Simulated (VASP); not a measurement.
# MgB2 (P6/mmm) in VASP: notebook

Aim: see how the results for MgB2 move with the level of theory and the settings. Levels: PBE, LDA. Tasks: optical spectrum.

Program: VASP 6.6.1. These are calculated values, not measurements. Logs are shortened: lines on timing, memory, paths and dates and some standing lists are left out, and cuts for length are marked.

**1. Starting point**

The structure is hexagonal, space group P6/mmm (No. 191). Conventional cell: a = 3.085 Å, b = 3.085 Å, c = 3.523 Å, α = 90.00°, β = 90.00°, γ = 120.00°. Mg (site symmetry 6/mmm) has 12 B at 2.51 Å as nearest neighbours. B (site symmetry -6m2) is surrounded by 3 B at 1.78 Å.

**2. Optical spectrum, PBE**

INCAR

```
SYSTEM = MgB2
ALGO = Normal
CSHIFT = 0.1
EDIFF = 1E-6
ENCUT = 520
GGA = PE
ISIF = 2
ISMEAR = -1
LASPH = .TRUE.
LCHARG = .FALSE.
LOPTICS = .TRUE.
LREAL = .FALSE.
LWAVE = .FALSE.
NBANDS = 36
NEDOS = 1000
NELM = 100
PREC = Accurate
SIGMA = 0.05
```

KPOINTS

```
k-points
0
G
  28 28 22
  0 0 0
```

POSCAR

```
MgB2
1.0
    3.0850000000      0.0000000000      0.0000000000
   -1.5425000000      2.6716883707      0.0000000000
    0.0000000000      0.0000000000      3.5230000000
Mg B
1 2
Direct
    0.0000000000      0.0000000000      0.0000000000
    0.3333333333      0.6666666667      0.5000000000
    0.6666666667      0.3333333333      0.5000000000
```

Potentials or basis: VASP PAW PBE potentials, release 64 (Mg, B).

Command:

```
$ cat potpaw_PBE.64/Mg/POTCAR potpaw_PBE.64/B/POTCAR > POTCAR
$ mpirun -np 1 vasp_std > vasp.out
```

OUTCAR:

```text
SYSTEM = MgB2
   EDIFF = 1E-6
   ENCUT = 520
   GGA = PE
   ISIF = 2
   ISMEAR = -1
   LASPH = .TRUE.
   LREAL = .FALSE.
   NELM = 100
   PREC = Accurate

 ion  position               nearest neighbor table
   1  0.000  0.000  0.000-   2 2.51   3 2.51   2 2.51   3 2.51   3 2.51   3 2.51   2 2.51   2 2.51
                             3 2.51   3 2.51   2 2.51   2 2.51
   2  0.333  0.667  0.500-   3 1.78   3 1.78   3 1.78   1 2.51   1 2.51   1 2.51   1 2.51   1 2.51
                             1 2.51
   3  0.667  0.333  0.500-   2 1.78   2 1.78   2 1.78   1 2.51   1 2.51   1 2.51   1 2.51   1 2.51
                             1 2.51

  LATTYP: Found a hexagonal cell.
 ALAT       =     3.0850000000
 C/A-ratio  =     1.1419773096

  Lattice vectors:

 A1 = (   3.0850000000,   0.0000000000,   0.0000000000)
 A2 = (  -1.5425000000,   2.6716883707,   0.0000000000)
 A3 = (   0.0000000000,   0.0000000000,   3.5230000000)

Analysis of symmetry for initial positions (statically):
=====================================================================
 Subroutine PRICEL returns:
 Original cell was already a primitive cell.

 Routine SETGRP: Setting up the symmetry group for a
 hexagonal supercell.

 Subroutine GETGRP returns: Found 24 space group operations
 (whereof 24 operations were pure point group operations)
 out of a pool of 24 trial point group operations.

The static configuration has the point symmetry D_6h.

Analysis of symmetry for dynamics (positions and initial velocities):
=====================================================================
 Subroutine PRICEL returns:
 Original cell was already a primitive cell.

 Routine SETGRP: Setting up the symmetry group for a
 hexagonal supercell.

 Subroutine GETGRP returns: Found 24 space group operations
 (whereof 24 operations were pure point group operations)
 out of a pool of 24 trial point group operations.

The dynamic configuration has the point symmetry D_6h.

 Subroutine INISYM returns: Found 24 space group operations
 (whereof 24 operations are pure point group operations),
 and found     1 'primitive' translations

----------------------------------------------------------------------------------------

                                     Primitive cell

  volume of cell :      29.0371

  direct lattice vectors                    reciprocal lattice vectors
     3.085000000  0.000000000  0.000000000     0.324149109  0.187147575  0.000000000
    -1.542500000  2.671688371  0.000000000     0.000000000  0.374295150  0.000000000
     0.000000000  0.000000000  3.523000000     0.000000000  0.000000000  0.283848992

  length of vectors
     3.085000000  3.085000000  3.523000000     0.374295150  0.374295150  0.283848992

  position of ions in fractional coordinates (direct lattice)
     0.000000000  0.000000000  0.000000000
     0.333333333  0.666666667  0.500000000
     0.666666667  0.333333333  0.500000000

  ion indices of the primitive-cell ions
   primitive index   ion index
                 1           1
                 2           2
                 3           3

----------------------------------------------------------------------------------------

 KPOINTS: k-points

Automatic generation of k-mesh.
 Grid dimensions read from file:
 generate k-points for:   28   28   22

 Generating k-lattice:

  Cartesian coordinates                     Fractional coordinates (reciprocal lattice)
     0.011576754  0.006683842  0.000000000     0.035714286  0.000000000  0.000000000
     0.000000000  0.013367684  0.000000000     0.000000000  0.035714286  0.000000000
     0.000000000  0.000000000  0.012902227     0.000000000  0.000000000  0.045454545

  Length of vectors
     0.013367684  0.013367684  0.012902227

  Shift w.r.t. Gamma in fractional coordinates (k-lattice)
     0.000000000  0.000000000  0.000000000

 Subroutine IBZKPT returns following result:
 ===========================================

 Found    960 irreducible k-points:

 Following reciprocal coordinates:
            Coordinates               Weight
  0.000000  0.000000  0.000000      1.000000
  0.035714  0.000000  0.000000      6.000000
  0.071429  0.000000  0.000000      6.000000
  0.107143  0.000000  0.000000      6.000000
  0.142857 -0.000000  0.000000      6.000000
  0.178571 -0.000000  0.000000      6.000000
[... 16 lines left out ...]
  0.285714  0.035714  0.000000     12.000000
  0.321429  0.035714  0.000000     12.000000
 [... further k-points ...]
   k-points           NKPTS =    960   k-points in BZ     NKDIM =    960   number of bands    NBANDS=     36
   number of dos      NEDOS =   1000   number of ions     NIONS =      3
   total plane-waves  NPLWV =  16128
   dimension x,y,z NGX =    24 NGY =   24 NGZ =   28
   dimension x,y,z NGXF=    48 NGYF=   48 NGZF=   56
   ions per type =               1   2
   NGX,Y,Z   is equivalent  to a cutoff of  12.93, 12.93, 13.21 a.u.
   NGXF,Y,Z  is equivalent  to a cutoff of  25.87, 25.87, 26.43 a.u.
 SYSTEM =  MgB2
   PREC   = accura    normal or accurate (medium, high low for compatibility)
   ISTART =      0    job   : 0-new  1-cont  2-samecut
   ICHARG =      2    charge: 1-file 2-atom 10-const
   ISPIN  =      1    spin polarized calculation?
   LNONCOLLINEAR =      F non collinear calculations
   LSORBIT =      F    spin-orbit coupling
   LASPH  =      T    aspherical Exc in radial PAW
   ENCUT  =  520.0 eV  38.22 Ry    6.18 a.u.   5.74  5.74  6.55*2*pi/ulx,y,z
   NELM   =    100;   NELMIN=  2; NELMDL= -5     # of ELM steps
   EDIFF  = 0.1E-05   stopping-criterion for ELM
[... 8 lines left out ...]
   TEBEG  =    0.0;   TEEND  =   0.0 temperature during run
   PSTRESS=    0.0 pullay stress
   NELECT =       8.0000    total number of electrons
   NUPDOWN=      -1.0000    fix difference up-down
   EMIN   =  10.00;   EMAX   =-10.00  energy-range for DOS
   EFERMI =   0.00;   METHOD = LEGACY
   ISMEAR =    -1;   SIGMA  =   0.05  broadening in eV -4-tet -1-fermi 0-gaus
   EFERMI_NEDOS =   21; number of points for ismear=-14 and -15
   IALGO  =     38    algorithm
   IMIX   =      4    mixing-type and parameters
     AMIX     =   0.40;   BMIX     =  1.00
     AMIX_MAG =   1.60;   BMIX_MAG =  1.00
  volume/ion in A,a.u.               =       9.68        65.32
  Fermi-wavevector in a.u.,A,eV,Ry     =   1.065255  2.013040 15.439462  1.134768
  Thomas-Fermi vector in A             =   2.200801
   LORBIT       =      0    0 simple, 1 ext, 2 COOP (PROOUT), +10 PAW based schemes
   GGA     = PE    functional components
   LHFCALC =     F    Hartree Fock is set to
   AEXX    =    0.0000 exact exchange contribution
   IVDW    =     0    specifies the selected vdW correction
   LEPSILON=     F    determine dielectric tensor
   LRPA    =     F    only Hartree local field effects (RPA)
 non-spin polarized calculation
  energy-cutoff  :      520.00
  volume of cell :       29.04
 maximum number of plane-waves:       806
 NGX is ok and might be reduce to    24
   NGX = 11   NGY = 11   NGZ = 13

 number of electron       8.0000000 magnetization

 Free energy of the ion-electron system (eV)
  ---------------------------------------------------
  ext. energy  EPLUGINS =         0.00000000
  ---------------------------------------------------
  free energy    TOTEN  =       -15.32523102 eV

  energy without entropy =      -15.31922927  energy(sigma->0) =      -15.32223014

 E-fermi :   5.2363     XC(G=0): -10.9117

 val. band max:        5.2326795377   @ k =   0.0714   0.0357   0.0000
 cond. band min:       5.2372257652   @ k =   0.1429  -0.0000   0.4545
 fundamental gap:      0.0045462275
 Fermi energy:         5.2362912620

 k-point     1 :       0.0000    0.0000    0.0000
  band No.  band energies     occupation
      1      -7.1554      2.00000
      2       2.3266      2.00000
      3       5.6154      0.00102
      4       5.6154      0.00102
      5       6.9185      0.00000
      6      11.5561      0.00000
[... 8 lines left out ...]
     15      24.3040      0.00000
     16      25.1011      0.00000
[... 419 lines left out ...]
 k-point    24 :       0.3214    0.0357    0.0000
  band No.  band energies     occupation
      1      -5.1745      2.00000
      2       0.0557      2.00000
      3       3.3927      2.00000
      4       4.2082      2.00000
      5       8.6202      0.00000
      6      10.3258      0.00000
[... 8 lines left out ...]
     15      25.0213      0.00000
     16      28.4722      0.00000

 [... further k-points ...]

 [bands above 16 left out]

------------------------ aborting loop because EDIFF is reached ----------------------------------------

  FORCE on cell =-STRESS in cart. coord.  units (eV):
  Direction    XX          YY          ZZ          XY          YZ          ZX
  --------------------------------------------------------------------------------------
  -------------------------------------------------------------------------------------
  Total       -0.3131316     -0.3131316     -0.0762419      0.0000000      0.0000000      0.0000000
  in kB      -17.2776204    -17.2776204     -4.2067867      0.0000000      0.0000000      0.0000000
  external PRESSURE =     -12.9206759 kB  Pullay stress =       0.0000000 kB

 VOLUME and BASIS-vectors are now :
 -----------------------------------------------------------------------------
  energy-cutoff  :      520.00
  volume of cell :       29.04
      direct lattice vectors                 reciprocal lattice vectors
     3.085000000  0.000000000  0.000000000     0.324149109  0.187147575  0.000000000
    -1.542500000  2.671688371  0.000000000     0.000000000  0.374295150  0.000000000
     0.000000000  0.000000000  3.523000000     0.000000000  0.000000000  0.283848992

 POSITION                                       TOTAL-FORCE (eV/Angst)
 -----------------------------------------------------------------------------------
      0.00000      0.00000      0.00000         0.000000      0.000000      0.000000
     -0.00000      1.78113      1.76150        -0.000000      0.000000     -0.000000
      1.54250      0.89056      1.76150         0.000000     -0.000000      0.000000
 -----------------------------------------------------------------------------------
    total drift:                                0.000000     -0.000000      0.000000

  FREE ENERGIE OF THE ION-ELECTRON SYSTEM (eV)
  ---------------------------------------------------
  free  energy   TOTEN  =       -15.3252310154 eV

  energy  without entropy=      -15.3192292685  energy(sigma->0) =      -15.32223014

 electrical conductivity sigma (Mega S m-1) (frequency dependency in vasprun.xml)
  --------------------------------------------------------------------------------------
       0.112       0.000      -0.000
       0.000       0.112      -0.000
       0.000      -0.000       0.093

  frequency dependent IMAGINARY DIELECTRIC FUNCTION (independent particle, no local field effects) density-density
     E(ev)      X         Y         Z        XY        YZ        ZX
  --------------------------------------------------------------------------------------------------------------
     0.00000     0.00000     0.00000     0.00000     0.00000     0.00000     0.00000
     0.76113     5.71983     5.71983     0.02797    -0.00000     0.00000    -0.00000
     1.52227     3.51827     3.51827     0.06599    -0.00000     0.00000    -0.00000
     2.28340     8.95264     8.95264     0.15661    -0.00000    -0.00000    -0.00000
     3.04454     4.06601     4.06601     0.37794    -0.00000    -0.00000     0.00000
     3.80567     2.34447     2.34447     1.15892     0.00000    -0.00000    -0.00000
[... 92 lines left out ...]
    74.59112     0.00017     0.00017     0.00017    -0.00000    -0.00000    -0.00000
    75.35226     0.00016     0.00016     0.00017    -0.00000    -0.00000    -0.00000

  frequency dependent      REAL DIELECTRIC FUNCTION (independent particle, no local field effects) density-density
     E(ev)        X           Y           Z          XY          YZ          ZX
  --------------------------------------------------------------------------------------------------------------
     0.00000    29.34591    29.34591     6.54128     0.00000     0.00000     0.00000
     0.76113     4.95850     4.95850     6.64480    -0.00000     0.00000    -0.00000
     1.52227     8.58580     8.58580     6.98845     0.00000     0.00000    -0.00000
     2.28340     7.72530     7.72530     7.68973    -0.00000     0.00000     0.00000
     3.04454     2.18550     2.18550     9.02234    -0.00000    -0.00000     0.00000
     3.80567     3.98106     3.98106    12.46031     0.00000     0.00000     0.00000
[... 92 lines left out ...]
    74.59112     0.94098     0.94098     0.93990     0.00000     0.00000    -0.00000
    75.35226     0.94223     0.94223     0.94121     0.00000     0.00000    -0.00000

  frequency dependent IMAGINARY DIELECTRIC FUNCTION (independent particle, no local field effects) current-current
     E(ev)      X         Y         Z        XY        YZ        ZX
  --------------------------------------------------------------------------------------------------------------
     0.00000    89.94410    89.94410    14.58154     0.00000    -0.00000     0.00000
     0.76113     6.38369     6.38369     1.51294     0.00000    -0.00000    -0.00000
     1.52227     4.50745     4.50745     0.85398     0.00000     0.00000    -0.00000
     2.28340     9.61444     9.61444     0.74431     0.00000    -0.00000    -0.00000
     3.04454     4.10795     4.10795     0.90745     0.00000     0.00000    -0.00000
     3.80567     2.49763     2.49763     1.77556     0.00000     0.00000    -0.00000
[... 92 lines left out ...]
    74.59112     0.00001     0.00001     0.00001     0.00000     0.00000     0.00000
    75.35226     0.00001     0.00001     0.00001     0.00000     0.00000     0.00000

  frequency dependent      REAL DIELECTRIC FUNCTION (independent particle, no local field effects) current-current
     E(ev)        X           Y           Z          XY          YZ          ZX
  --------------------------------------------------------------------------------------------------------------
     0.00000    15.01645    15.01645     6.54116     0.00000    -0.00000     0.00000
     0.76113     3.85504     3.85504     6.64364    -0.00000    -0.00000     0.00000
     1.52227     8.24449     8.24449     6.98706     0.00000    -0.00000     0.00000
     2.28340     6.87673     6.87673     7.68542     0.00000    -0.00000    -0.00000
     3.04454     1.95155     1.95155     9.01193    -0.00000     0.00000    -0.00000
     3.80567     3.87390     3.87390    12.43546    -0.00000    -0.00000     0.00000
[... 92 lines left out ...]
    74.59112     0.94100     0.94100     0.93990    -0.00000     0.00000    -0.00000
    75.35226     0.94226     0.94226     0.94121    -0.00000     0.00000    -0.00000
```

It took 6.3 min on 1 thread of Intel Xeon Platinum 8488C (Sapphire Rapids), shared host; peak memory 1.1 GiB.

Results:

```
Free energy            : -15.3252 eV
Pressure               : -1.3 GPa
Band gap on the k mesh : none (metal or under the smearing width)
```

Dielectric function (mean over the directions given):
```tsv
energy (eV)	real part	imaginary part
0.30	16.15	12.17
1.29	8.00	2.91
2.36	6.96	6.49
3.35	5.48	2.37
4.41	10.50	4.93
5.40	5.19	5.91
6.47	5.91	8.26
7.54	-2.13	9.04
8.52	-2.19	5.50
9.59	-2.17	3.53
10.58	-1.83	2.27
11.65	-1.62	1.84
12.63	-0.92	1.35
13.70	-0.77	1.01
14.77	-0.69	0.70
15.76	-0.42	0.55
16.82	-0.18	0.45
17.81	-0.05	0.35
18.88	0.07	0.29
19.94	0.18	0.24
```

Caveat: independent-particle spectra lack excitons; the intraband (Drude) part of a metal's response may be missing.

[end of part 1 of 2]
